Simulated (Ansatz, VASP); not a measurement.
One calculation of C, two programs

```
CELL_PARAMETERS angstrom
2.52210 0.00000 0.00000
-1.26105 2.18420 0.00000
0.00000 0.00000 8.23710
ATOMIC_POSITIONS crystal
C 0.66667 0.33333 0.84375
C 0.33333 0.66667 0.34375
C 0.66667 0.33333 0.65625
C 0.33333 0.66667 0.15625
C 0.00000 0.00000 0.90625
C 0.00000 0.00000 0.40625
C 0.00000 0.00000 0.59375
C 0.00000 0.00000 0.09375
```

This is a hexagonal form of diamond, not graphite.

Alike in both runs: task single point; functional PBE; k mesh 12 × 12 × 4; occupations fermi-dirac, width 0.05 eV; no spin polarisation.

|  | VASP | Ansatz |
| --- | --- | --- |
| version | VASP 6.6.1 | Ansatz 0.2.0 |
| potentials or method | VASP PAW PBE potentials, release 64 (C) | Ansatz PAW |
| plane-wave cutoff (eV) | 520 | 500 |
| valence electrons in the cell | 32 | 32 |

|  | VASP | Ansatz | Ansatz less VASP |
| --- | --- | --- | --- |
| gap on the k mesh at the Fermi level (eV) | 4.41 | 4.42 | +0.010 |
| least direct gap on the mesh (eV) | 5.18 | 5.19 | +0.009 |
| pressure (GPa) | 2.9 | 2.3 | -0.64 |
| largest component of the traceless stress (GPa) | 8.20 | 8.19 | -0.014 |
| rms of the force components (eV/Å) | 0.187 | 0.187 | -0.0006 |

Atom by atom the forces differ by 0.001 eV/Å (rms over components).

A k mesh can miss the band edges.
